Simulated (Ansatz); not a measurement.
# Relaxing C

These are results of DFT PBE, scalar-relativistic, plane waves, PAW (Ansatz), not measurements. Cutoff 420 eV, Γ-centred k mesh, Gaussian smearing, no spin polarisation in the final step.

C was placed on the simple cubic structure type (Pm-3m, No. 221), at a guessed volume.

```yaml
crystal:
  lattice:
    - [2.25204, 0.00000, 0.00000]
    - [0.00000, 2.25204, 0.00000]
    - [0.00000, 0.00000, 2.25204]
  atoms:
    - { symbol: C, position: [0.00000, 0.00000, 0.00000] }
```

Cell and atoms relax at zero pressure; the relaxation can't lower the symmetry of the start. After a coarse first stage the cell is made exact in the group found at 0.06 Å.

Energies count from the standard state of C at the same level.

(1) Which crystal results?

(2) What are its volume, energy, density and gap?

Results:

(1) It keeps Pm-3m (No. 221). The result has the simple cubic structure. Conventional cell: a = 1.776 Å. C is coordinated by 6 C at 1.78 Å.

```cif
data_structure
_symmetry_space_group_name_H-M 'Pm-3m'
_symmetry_Int_Tables_number 221
_cell_length_a 1.7761
_cell_length_b 1.7761
_cell_length_c 1.7761
_cell_angle_alpha 90.000
_cell_angle_beta 90.000
_cell_angle_gamma 90.000
_cell_volume 5.60
loop_
_atom_site_label
_atom_site_type_symbol
_atom_site_symmetry_multiplicity
_atom_site_Wyckoff_symbol
_atom_site_fract_x
_atom_site_fract_y
_atom_site_fract_z
_atom_site_occupancy
C1 C 1 a 0.00000 0.00000 0.00000 1
```

(2) The volume per atom is 5.60 Å³ and the density is 3.56 g/cm³. The energy over the standard structure is 2.76 eV/atom. The gap on the 30×30×30 mesh is 0 eV (a metal).

The final run used a 30×30×30 mesh on its 1-atom cell and 0.10 eV smearing. The k mesh leaves about 4 meV/atom of noise in metals. A later test with randomly moved atoms lowered the energy by 2196 meV/atom on a coarse mesh, so it isn't stable against such moves and is likely a saddle point held by symmetry. The steps took roughly 21 core-seconds in all.

This simple cubic form isn't the element's structure at ambient conditions.